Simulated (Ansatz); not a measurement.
The system is Te.

```xyz
4
Lattice="5.2233 0.0000 0.0000 0.0000 5.2233 0.0000 0.0000 0.0000 5.2233" Properties=species:S:1:pos:R:3 pbc="T T T"
Te    4.5704    0.6529    3.2645
Te    1.9587    1.9587    1.9587
Te    0.6529    3.2645    4.5704
Te    3.2645    4.5704    0.6529
```

The cell was built by a generator and needn't be a form met in nature.

Base run:

```yaml
Program: Ansatz 0.2.0
Functional: revPBE
Potentials_or_basis: Ansatz PAW
Cutoff: "420 eV (not typed: the program's choice for these potentials)"
k_mesh: 4 × 4 × 4
Occupations: fermi-dirac, width 0.05 eV
Spin: no spin polarisation
```

Its results: band gap on the k mesh none (metal or under the smearing width); pressure 1.0 GPa.

Question: The run is repeated on the same cell with these changes: functional from revPBE to PBE. What comes out?

Answer: Band gap on the k mesh none (metal or under the smearing width); pressure 0.1 GPa.

PBE binds more tightly than revPBE, so the same cell stands under less pressure.

Caveats: spin-orbit coupling is left out, which moves the levels of the heavy elements; the PAW data sets come from PBE, with cores solved anew for the run's functional, which leaves a small shift of forces and pressure (some runs).
